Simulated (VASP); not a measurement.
Output of a VASP run:

OSZICAR:
```
...
DAV:   2    -0.427688723495E+02    0.42413E-01   -0.10118E-01   909   0.847E+00    0.475E-01
DAV:   3    -0.427643985102E+02    0.44738E-02   -0.13989E-02   902   0.410E+00    0.211E-01
DAV:   4    -0.427639688333E+02    0.42968E-03   -0.47936E-03  1107   0.145E+00    0.482E-01
DAV:   5    -0.427638020463E+02    0.16679E-03   -0.60042E-04   770   0.421E-01    0.737E-01
DAV:   6    -0.427627655597E+02    0.10365E-02   -0.62270E-04   759   0.306E-01    0.720E-02
DAV:   7    -0.427631637583E+02   -0.39820E-03   -0.15251E-04   754   0.187E-01    0.526E-02
DAV:   8    -0.427631157744E+02    0.47984E-04   -0.90728E-06   764   0.418E-02    0.656E-02
DAV:   9    -0.427631117947E+02    0.39797E-05   -0.28277E-05   807   0.674E-02    0.816E-03
DAV:  10    -0.427631208778E+02   -0.90831E-05   -0.49053E-06   764   0.248E-02    0.803E-03
DAV:  11    -0.427631178985E+02    0.29793E-05   -0.14974E-06   687   0.167E-02    0.823E-03
DAV:  12    -0.427631163585E+02    0.15400E-05   -0.15339E-06   650   0.173E-02    0.155E-03
DAV:  13    -0.427631172691E+02   -0.91056E-06   -0.10192E-07   402   0.557E-03
   2 F= -.42763117E+02 E0= -.42763042E+02  d E =-.104349E-02
       N       E                     dE             d eps       ncg     rms          rms(c)
DAV:   1    -0.427699192039E+02   -0.68028E-02   -0.14561E-01   909   0.999E+00    0.654E-01
DAV:   2    -0.427638280423E+02    0.60912E-02   -0.11887E-02   914   0.293E+00    0.161E-01
DAV:   3    -0.427633961231E+02    0.43192E-03   -0.15325E-03   889   0.135E+00    0.772E-02
DAV:   4    -0.427634321485E+02   -0.36025E-04   -0.54334E-04  1120   0.487E-01    0.164E-01
DAV:   5    -0.427631182697E+02    0.31388E-03   -0.75252E-05   754   0.144E-01    0.263E-01
DAV:   6    -0.427636940440E+02   -0.57577E-03   -0.78897E-05   759   0.105E-01    0.225E-02
DAV:   7    -0.427637239681E+02   -0.29924E-04   -0.19194E-05   754   0.671E-02    0.176E-02
DAV:   8    -0.427637347101E+02   -0.10742E-04   -0.50147E-07   610   0.925E-03    0.179E-02
DAV:   9    -0.427637731666E+02   -0.38457E-04   -0.45373E-06   754   0.285E-02    0.506E-03
DAV:  10    -0.427637660023E+02    0.71643E-05   -0.59257E-07   530   0.109E-02    0.187E-03
DAV:  11    -0.427637647224E+02    0.12799E-05   -0.12905E-07   382   0.419E-03    0.205E-03
DAV:  12    -0.427637642259E+02    0.49652E-06   -0.96682E-08   377   0.503E-03
   3 F= -.42763764E+02 E0= -.42763689E+02  d E =-.169045E-02
       N       E                     dE             d eps       ncg     rms          rms(c)
DAV:   1    -0.427653410271E+02   -0.15763E-02   -0.36656E-02   909   0.503E+00    0.328E-01
DAV:   2    -0.427636063133E+02    0.17347E-02   -0.29793E-03   914   0.147E+00    0.806E-02
DAV:   3    -0.427635162367E+02    0.90077E-04   -0.38715E-04   897   0.678E-01    0.382E-02
DAV:   4    -0.427635388832E+02   -0.22647E-04   -0.13704E-04  1104   0.245E-01    0.818E-02
DAV:   5    -0.427634052719E+02    0.13361E-03   -0.19055E-05   762   0.729E-02    0.130E-01
DAV:   6    -0.427636773637E+02   -0.27209E-03   -0.19723E-05   759   0.528E-02    0.114E-02
DAV:   7    -0.427636819901E+02   -0.46264E-05   -0.47714E-06   754   0.334E-02    0.895E-03
DAV:   8    -0.427636877923E+02   -0.58023E-05   -0.13068E-07   382   0.486E-03    0.908E-03
DAV:   9    -0.427637043136E+02   -0.16521E-04   -0.11130E-06   586   0.148E-02    0.201E-03
DAV:  10    -0.427637022991E+02    0.20144E-05   -0.27119E-07   487   0.767E-03    0.115E-03
DAV:  11    -0.427637023257E+02   -0.26584E-07   -0.70680E-08   377   0.355E-03
   4 F= -.42763702E+02 E0= -.42763627E+02  d E =-.162855E-02
```

**OUTCAR**
```
------------------------ aborting loop because EDIFF is reached ----------------------------------------
  FORCE on cell =-STRESS in cart. coord.  units (eV):
  Direction    XX          YY          ZZ          XY          YZ          ZX
  --------------------------------------------------------------------------------------
  Total       -0.0010078     -0.0010078     -0.0010078      0.0000000      0.0000000      0.0000000
  in kB       -0.0518404     -0.0518404     -0.0518404      0.0000000      0.0000000      0.0000000
  external PRESSURE =      -0.0518404 kB  Pullay stress =       0.0000000 kB
  volume of cell :       31.15
      direct lattice vectors                 reciprocal lattice vectors
     0.000000000  2.497250474  2.497250474    -0.200220204  0.200220204  0.200220204
     2.497250474 -0.000000000  2.497250474     0.200220204 -0.200220204  0.200220204
     2.497250474  2.497250474 -0.000000000     0.200220204  0.200220204 -0.200220204
 POSITION                                       TOTAL-FORCE (eV/Angst)
 -----------------------------------------------------------------------------------
      0.00000      0.00000      0.00000         0.000000      0.000000      0.000000
      1.24863      1.24863      1.24863        -0.000000     -0.000000     -0.000000
 -----------------------------------------------------------------------------------
    total drift:                               -0.000071     -0.000071     -0.000071
  FREE ENERGIE OF THE ION-ELECTRON SYSTEM (eV)
  ---------------------------------------------------
  free  energy   TOTEN  =       -42.7637023257 eV

  energy  without entropy=      -42.7635516230  energy(sigma->0) =      -42.76362697

 reached required accuracy - stopping structural energy minimisation
```
(Selected blocks of OUTCAR.)

### POSCAR
```
InN
1
    0.0000000000     2.4900000000     2.4900000000
    2.4900000000     0.0000000000     2.4900000000
    2.4900000000     2.4900000000     0.0000000000
In N
1 1
Direct
  0.0000000000   0.0000000000   0.0000000000
  0.2500000000   0.2500000000   0.2500000000
```

Reconstruct the remaining input files.

This is not unique; one that fits is the input of the run itself, SCAN meta-GGA, plane waves, VASP's PBE PAW potentials (set 64).

KPOINTS:
```
Automatic mesh
0
Gamma
8 8 8
0 0 0
```

**INCAR**
```
ALGO = Normal
EDIFF = 1E-6
EDIFFG = -0.01
ENCUT = 520
IBRION = 2
ISIF = 3
ISMEAR = 0
LASPH = T
LCHARG = F
LMAXMIX = 4
LMIXTAU = T
LREAL = F
LWAVE = F
METAGGA = SCAN
NELM = 100
NSW = 60
PREC = Accurate
SIGMA = 0.05
SYSTEM = InN
```

POTCAR, in this order: In_d N (PBE.64 set). Program: vasp_std.

The compound is InN in the zinc blende structure, a metastable form; wurtzite is the usual one. This run relaxes it. Symmetry was kept, so distortions that lower it aren't found.
